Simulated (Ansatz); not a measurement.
The system is InPd.

```
CELL_PARAMETERS angstrom
3.27188 0.00000 0.00000
0.00000 3.27188 0.00000
0.00000 0.00000 3.27188
ATOMIC_POSITIONS crystal
In 0.00000 0.00000 0.00000
Pd 0.50000 0.50000 0.50000
```

The cell comes from a database or a generator and needn't be the stable form of this composition.

```yaml
Program: Ansatz 0.2.0
Task: relaxation of cell and atoms
Functional: revPBE
Dispersion: D3(BJ)
Potentials_or_basis: Ansatz PAW
Cutoff: "420 eV (not typed: the program's choice for these potentials)"
k_mesh: 8 × 8 × 8
Occupations: fermi-dirac, width 0.05 eV
Spin: no spin polarisation
```

At the start: volume 17.51 Å³/atom.

**Question.** Where does the relaxation end?

**Answer.** It ends after 4 steps and the volume is 17.03 Å³/atom (-2.8 %); space group Pm-3m (No. 221, to 0.05 Å).

Step by step:
```tsv
step	energy change (eV)	largest force (eV/Å)	volume (Å³)
1	0.0000	0.0000	35.03
2	-0.0113	0.0000	34.15
3	-0.0114	0.0000	34.06
4	-0.0109	0.0000	34.06
```

Final structure:
```xyz
2
Lattice="3.2416 0.0000 0.0000 0.0000 3.2416 0.0000 0.0000 0.0000 3.2416" Properties=species:S:1:pos:R:3 pbc="T T T"
In    0.0000    0.0000    0.0000
Pd    1.6208    1.6208    1.6208
```

Caveat: the plane-wave basis is chosen anew once the cell has moved, so the energies of steps on either side of that aren't comparable; pairwise dispersion overbinds metals, which lowers pressure and volume; the PAW data sets come from PBE, with cores solved anew for the run's functional, which leaves a small shift of forces and pressure.
